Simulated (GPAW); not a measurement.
# Cd (Im-3m) in GPAW: convergence with k mesh

Aim: find how far k mesh must go before the results for Cd settle, at r2SCAN. This setting moves, with any that are tied to it; all else stays.

Program: GPAW 26.7.0. These are calculated values, not measurements. Logs are shortened: lines on timing, memory, paths and dates and some standing lists are left out, and cuts for length are marked. The log counts tension as positive stress, the text compression.

**1. The crystal as given**

Symmetry: Im-3m, No. 229, cubic system. Conventional cell: a = 3.569 Å, b = 3.569 Å, c = 3.569 Å, α = 90.00°, β = 90.00°, γ = 90.00°. Around Cd (site symmetry m-3m) lie 8 Cd at 3.09 Å.

This isn't the form of Cd at room conditions, which is hcp.

**2. With k mesh 2 × 2 × 2**

The input, run.py:

```python
from ase.dft.bandgap import bandgap
from ase.io import read, write
from ase.units import GPa
from gpaw import GPAW, PW

atoms = read('POSCAR')

calc = GPAW(mode=PW(600),
            xc='MGGA_X_R2SCAN+MGGA_C_R2SCAN',
            kpts={'size': (2, 2, 2), 'gamma': True},
            occupations={'name': 'fermi-dirac', 'width': 0.05},
            nbands=13,
            convergence={'density': 1e-05, 'energy': 1e-05},
            maxiter=100,
            txt='gpaw.txt')
atoms.calc = calc
energy = atoms.get_potential_energy()
forces = atoms.get_forces()
stress = atoms.get_stress()
calc.write('gs.gpw')
write('result.traj', atoms)
print(f'Energy: {energy:.6f} eV')
print('Forces (eV/A):')
print(forces.round(4))
print('Stress (GPa):', (stress / GPa).round(3))
print('Fermi level:', round(calc.get_fermi_level(), 4), 'eV')
print(f'Gap: {bandgap(calc)[0]:.4f} eV, direct: {bandgap(calc, direct=True)[0]:.4f} eV')
```

The input, POSCAR:

```
Cd
1.0
   -1.7843220000      1.7843220000      1.7843220000
    1.7843220000     -1.7843220000      1.7843220000
    1.7843220000      1.7843220000     -1.7843220000
Cd
1
Direct
    0.0000000000      0.0000000000      0.0000000000
```

Potentials or basis: GPAW PAW data sets (gpaw-data 1.2.1), pw.

Started as:

```
$ OMP_NUM_THREADS=1 python run.py
```

gpaw.txt:

```text
__  _  _
 | _ |_)|_||  |
 |__||  | ||/\| - 26.7.0

Input parameters:
  mode=PW(ecut=600.0),
  convergence={'density': 1e-05, 'energy': 1e-05},
  kpts=MonkhorstPack(size=(2, 2, 2), gamma=True),
  maxiter=100,
  nbands=13,
  occupations=Occupations(name='fermi-dirac', width=0.05),
  xc=XC(name='MGGA_X_R2SCAN+MGGA_C_R2SCAN')

Diagonalizing LCAO Hamiltonian
Converting LCAO to pw mode

       Cd

Atoms  # Å, Bohr magnetons
|   | symbol |        x |        y |        z |    initial magnetic moments |
|---|--------|----------|----------|----------|-----------------------------|
| 0 |     Cd | 0.000000 | 0.000000 | 0.000000 | ( 0.0000,  0.0000,  0.0000) |

Unit cell  # Å
| periodic |         x |         y |         z |  lengths |     angles |
|----------|-----------|-----------|-----------|----------|------------|
|      yes | -1.784322 |  1.784322 |  1.784322 | 3.090536 | 109.471221 |
|      yes |  1.784322 | -1.784322 |  1.784322 | 3.090536 | 109.471221 |
|      yes |  1.784322 |  1.784322 | -1.784322 | 3.090536 | 109.471221 |

Number of symmetries: 48
Symmetry operations  # r_c * U_cc + t_c -> r_c
|    | kind |            matrix            |
|----|------|------------------------------|
|  0 |  σ   |  1, 1, 1,  0, 0,-1,  0,-1, 0 |
|  1 |  C4  |  1, 1, 1,  0, 0,-1, -1, 0, 0 |
|  2 |  C2  |  1, 1, 1,  0,-1, 0,  0, 0,-1 |
|  3 |  S6  |  1, 1, 1,  0,-1, 0, -1, 0, 0 |
|  4 |  S6  |  1, 1, 1, -1, 0, 0,  0, 0,-1 |
|  5 |  C4  |  1, 1, 1, -1, 0, 0,  0,-1, 0 |
|  6 |  E   |  1, 0, 0,  0, 1, 0,  0, 0, 1 |
|  7 |  σ   |  1, 0, 0,  0, 1, 0, -1,-1,-1 |
|  8 |  σ   |  1, 0, 0,  0, 0, 1,  0, 1, 0 |
|  9 |  C3  |  1, 0, 0,  0, 0, 1, -1,-1,-1 |
| 10 |  C3  |  1, 0, 0, -1,-1,-1,  0, 1, 0 |
| 11 |  σ   |  1, 0, 0, -1,-1,-1,  0, 0, 1 |
| 12 |  σ   |  0, 1, 0,  1, 0, 0,  0, 0, 1 |
| 13 |  C2  |  0, 1, 0,  1, 0, 0, -1,-1,-1 |
| 14 |  C3  |  0, 1, 0,  0, 0, 1,  1, 0, 0 |
| 15 |  S4  |  0, 1, 0,  0, 0, 1, -1,-1,-1 |
| 16 |  S4  |  0, 1, 0, -1,-1,-1,  1, 0, 0 |
| 17 |  C3  |  0, 1, 0, -1,-1,-1,  0, 0, 1 |
| 18 |  C3  |  0, 0, 1,  1, 0, 0,  0, 1, 0 |
| 19 |  S4  |  0, 0, 1,  1, 0, 0, -1,-1,-1 |
[... 97 lines left out ...]
  niter=2

density mixing:
  MSR1-Mixer
  Pratt-step length: 0.05
  Maximum mixing coefficient: 0.75
  Old densities: 10
  SVD Regularization: 0.005
  Good broyden scale: 1.0
  Trust region scale: 1.0
  Backstep threshold: 4.0
  History deletion threshold: 6.0
  Fourier metric: weight=20.0, sigma=0.015

occupation numbers:
  Fermi-Dirac:
    width: 0.0500  # eV

poisson solver:
  ecut: 4800.0  # eV

xc functional:
  name: MGGA_X_R2SCAN+MGGA_C_R2SCAN with 2 nearest neighbor stencil

convergence criteria:
[... 6 lines left out ...]
|iter     | |      energy | eigst |  dens |
|---------|-|-------------|-------|-------|
|iter:   1| |  -14.228077 | -0.69 |       |
|iter:   2| |  -13.191772 | -1.32 | -1.23 |
|iter:   3| |  -13.246761 | -2.38 | -1.31 |
|iter:   4| |  -13.307921 | -1.86 | -1.43 |
|iter:   5| |  -13.327461 | -2.11 | -1.78 |
|iter:   6| |  -13.325753 | -4.27 | -2.30 |
|iter:   7| |  -13.325187 | -4.48 | -2.50 |
|iter:   8| |  -13.325211 | -5.70 | -3.32 |
|iter:   9| |  -13.325215c| -6.23 | -3.74 |
|iter:  10| |  -13.325216c| -8.06c| -4.38 |
|iter:  11| |  -13.325216c| -7.49c| -4.98 |
|iter:  12| |  -13.325216c| -8.77c| -6.14c|

Converged in 12 steps
Energy contributions relative to reference atoms: (reference = -152173.118336)

Energy contributions:
  Kinetic:           8.199904
  Coulomb:          -5.226629
  Zero:              0.075084
  External:          0.000000
  Xc:              -16.356678
  Entropy:          -0.033792
  Spinorbit:         0.000000
  ----------------------------
  Free energy:     -13.342112
  Extrapolated:    -13.325216

dipole moment: (-5.844308, -5.844308, -5.844308)  # |e|*Ang

Fermi level: 6.001
Eigenvalues  # (at kpt = [0.000, 0.000, 0.000])
| band index |      eig [eV] | occ [0-2] |
|------------|---------------|-----------|
|          0 |        -2.854 |     2.000 |
|          1 |        -2.854 |     2.000 |
|          2 |        -2.854 |     2.000 |
|          3 |        -2.259 |     2.000 |
|          4 |        -2.259 |     2.000 |
|          5 |        -1.938 |     2.000 |
|          6 |        22.443 |     0.000 |
|          7 |        22.443 |     0.000 |
|          8 |        22.443 |     0.000 |
|          9 |        23.766 |     0.000 |
|         10 |        23.766 |     0.000 |
|         11 |        23.766 |     0.000 |
|         12 |        26.171 |     0.000 |

No gap
No difference between direct/indirect transitions

Forces  # eV/Ang
|        x |        y |       z |
|----------|----------|---------|
| -0.00000 | -0.00000 | 0.00000 |  # Cd   0

Stress tensor  # eV/Ang^3
|         x |         y |         z |
|-----------|-----------|-----------|
|  0.052579 | -0.000000 | -0.000000 |
| -0.000000 |  0.052579 |  0.000000 |
| -0.000000 |  0.000000 |  0.052579 |

# Writing to gs.gpw (mode='')
```

It took 6.9 s on 1 thread of Intel Xeon Platinum 8259CL at 2.50GHz (Skylake/Cascade Lake), shared host; peak memory 0.22 GiB.

Results:

| Item | Value |
| --- | --- |
| Free energy | -13.3421 eV |
| Pressure | -8.4 GPa |
| Band gap on the k mesh | none (metal or under the smearing width) |

**3. With k mesh 3 × 3 × 3**

run.py: that of step 2 with these lines changed.

```diff
@@ -9,3 +9,3 @@
             xc='MGGA_X_R2SCAN+MGGA_C_R2SCAN',
-            kpts={'size': (2, 2, 2), 'gamma': True},
+            kpts={'size': (3, 3, 3), 'gamma': True},
             occupations={'name': 'fermi-dirac', 'width': 0.05},
```

POSCAR is that of step 2.

Potentials or basis: GPAW PAW data sets (gpaw-data 1.2.1), pw.

Started as:

```
$ OMP_NUM_THREADS=1 python run.py
```

Run time: 8.2 s. Hardware: 1 thread of Intel Xeon Platinum 8259CL at 2.50GHz (Skylake/Cascade Lake), shared host; peak memory 0.22 GiB.

Results:

| Item | Value |
| --- | --- |
| Free energy | -14.2492 eV |
| Pressure | 10.6 GPa |

**4. With k mesh 4 × 4 × 4**

run.py: that of step 3 with these lines changed.

```diff
@@ -9,3 +9,3 @@
             xc='MGGA_X_R2SCAN+MGGA_C_R2SCAN',
-            kpts={'size': (3, 3, 3), 'gamma': True},
+            kpts={'size': (4, 4, 4), 'gamma': True},
             occupations={'name': 'fermi-dirac', 'width': 0.05},
```

POSCAR is that of step 3.

Started as:

```
$ OMP_NUM_THREADS=1 python run.py
```

Wall time 13 s (1 thread of Intel Xeon Platinum 8259CL at 2.50GHz (Skylake/Cascade Lake), shared host); peak memory 0.22 GiB.

What came out:

```
Free energy            : -14.7427 eV
Pressure               : -2.8 GPa
Band gap on the k mesh : none (metal or under the smearing width)
```

**5. With k mesh 5 × 5 × 5**

run.py: that of step 4 with these lines changed.

```diff
@@ -9,3 +9,3 @@
             xc='MGGA_X_R2SCAN+MGGA_C_R2SCAN',
-            kpts={'size': (4, 4, 4), 'gamma': True},
+            kpts={'size': (5, 5, 5), 'gamma': True},
             occupations={'name': 'fermi-dirac', 'width': 0.05},
```

POSCAR is that of step 4.

Started as:

```
$ OMP_NUM_THREADS=1 python run.py
```

It took 13 s on 1 thread of Intel Xeon Platinum 8259CL at 2.50GHz (Skylake/Cascade Lake), shared host; peak memory 0.22 GiB.

Results (log left out):

* Free energy: -14.7357 eV
* Pressure: -2.6 GPa
* Band gap on the k mesh: none (metal or under the smearing width)

**6. With k mesh 7 × 7 × 7**

run.py: that of step 5 with these lines changed.

```diff
@@ -9,3 +9,3 @@
             xc='MGGA_X_R2SCAN+MGGA_C_R2SCAN',
-            kpts={'size': (5, 5, 5), 'gamma': True},
+            kpts={'size': (7, 7, 7), 'gamma': True},
             occupations={'name': 'fermi-dirac', 'width': 0.05},
```

POSCAR is that of step 5.

Potentials or basis: GPAW PAW data sets (gpaw-data 1.2.1), pw.

Started as:

```
$ OMP_NUM_THREADS=1 python run.py
```

It took 23 s on 1 thread of Intel Xeon Platinum 8259CL at 2.50GHz (Skylake/Cascade Lake), shared host; peak memory 0.22 GiB.

The run converged. Its results:

* Free energy: -14.8173 eV
* Pressure: -2.6 GPa
* Band gap on the k mesh: none (metal or under the smearing width)

**7. With k mesh 8 × 8 × 8**

run.py: that of step 6 with these lines changed.

```diff
@@ -9,3 +9,3 @@
             xc='MGGA_X_R2SCAN+MGGA_C_R2SCAN',
-            kpts={'size': (7, 7, 7), 'gamma': True},
+            kpts={'size': (8, 8, 8), 'gamma': True},
             occupations={'name': 'fermi-dirac', 'width': 0.05},
```

POSCAR is that of step 6.

Started as:

```
$ OMP_NUM_THREADS=1 python run.py
```

Wall time 31 s (1 thread of Intel Xeon Platinum 8259CL at 2.50GHz (Skylake/Cascade Lake), shared host); peak memory 0.22 GiB.

It converged, with:

| Property | Result |
| --- | --- |
| Free energy | -14.7796 eV |
| Pressure | -2.1 GPa |
| Band gap on the k mesh | none (metal or under the smearing width) |

**8. With k mesh 9 × 9 × 9**

run.py: that of step 7 with these lines changed.

```diff
@@ -9,3 +9,3 @@
             xc='MGGA_X_R2SCAN+MGGA_C_R2SCAN',
-            kpts={'size': (8, 8, 8), 'gamma': True},
+            kpts={'size': (9, 9, 9), 'gamma': True},
             occupations={'name': 'fermi-dirac', 'width': 0.05},
```

POSCAR is that of step 7.

Started as:

```
$ OMP_NUM_THREADS=1 python run.py
```

It took 37 s on 1 thread of Intel Xeon Platinum 8259CL at 2.50GHz (Skylake/Cascade Lake), shared host; peak memory 0.23 GiB.

Results (log left out):

```
Free energy            : -14.7865 eV
Pressure               : -1.3 GPa
Band gap on the k mesh : none (metal or under the smearing width)
```

**9. With k mesh 11 × 11 × 11**

run.py: that of step 8 with these lines changed.

```diff
@@ -9,3 +9,3 @@
             xc='MGGA_X_R2SCAN+MGGA_C_R2SCAN',
-            kpts={'size': (9, 9, 9), 'gamma': True},
+            kpts={'size': (11, 11, 11), 'gamma': True},
             occupations={'name': 'fermi-dirac', 'width': 0.05},
```

POSCAR is that of step 8.

Potentials or basis: GPAW PAW data sets (gpaw-data 1.2.1), pw.

Started as:

```
$ OMP_NUM_THREADS=1 python run.py
```

Run time: 57 s. Hardware: 1 thread of Intel Xeon Platinum 8259CL at 2.50GHz (Skylake/Cascade Lake), shared host; peak memory 0.23 GiB.

The run converged. Its results:

```
Free energy            : -14.7930 eV
Pressure               : -2.0 GPa
Band gap on the k mesh : none (metal or under the smearing width)
```

**10. With k mesh 14 × 14 × 14**

run.py: that of step 9 with these lines changed.

```diff
@@ -9,3 +9,3 @@
             xc='MGGA_X_R2SCAN+MGGA_C_R2SCAN',
-            kpts={'size': (11, 11, 11), 'gamma': True},
+            kpts={'size': (14, 14, 14), 'gamma': True},
             occupations={'name': 'fermi-dirac', 'width': 0.05},
```

POSCAR is that of step 9.

Started as:

```
$ OMP_NUM_THREADS=1 python run.py
```

Wall time 93 s (1 thread of Intel Xeon Platinum 8259CL at 2.50GHz (Skylake/Cascade Lake), shared host); peak memory 0.24 GiB.

Results (log left out):

- Free energy: -14.7948 eV
- Pressure: -1.7 GPa
- Band gap on the k mesh: none (metal or under the smearing width)

**11. Result**

| k mesh | energy less the tightest run, at zero smearing (meV/atom) | pressure (GPa) | SCF cycles | CPU time (s) | peak memory (GiB) |
| --- | --- | --- | --- | --- | --- |
| 2 × 2 × 2 | 1467.85 | -8.42 | 12 | 6.9 | 0.22 |
| 3 × 3 × 3 | 544.47 | 10.62 | 13 | 8.2 | 0.22 |
| 4 × 4 × 4 | 58.84 | -2.82 | 14 | 13 | 0.22 |
| 5 × 5 × 5 | 63.90 | -2.61 | 12 | 13 | 0.22 |
| 7 × 7 × 7 | -21.41 | -2.58 | 13 | 23 | 0.22 |
| 8 × 8 × 8 | 15.56 | -2.13 | 13 | 31 | 0.22 |
| 9 × 9 × 9 | 9.08 | -1.34 | 13 | 37 | 0.23 |
| 11 × 11 × 11 | 2.27 | -1.99 | 13 | 57 | 0.23 |
| 14 × 14 × 14 | 0.00 | -1.67 | 12 | 93 | 0.24 |

Not settled before the last step: the energy (to 1 meV/atom), the pressure (to 0.1 GPa). Meshes of other sizes hit other points, so gaps and Fermi surfaces needn't settle smoothly. The tightest run that finished is the yardstick and may itself not be fully converged.

Caveats: the PAW data sets were made with another functional, which shifts forces and pressure a little.
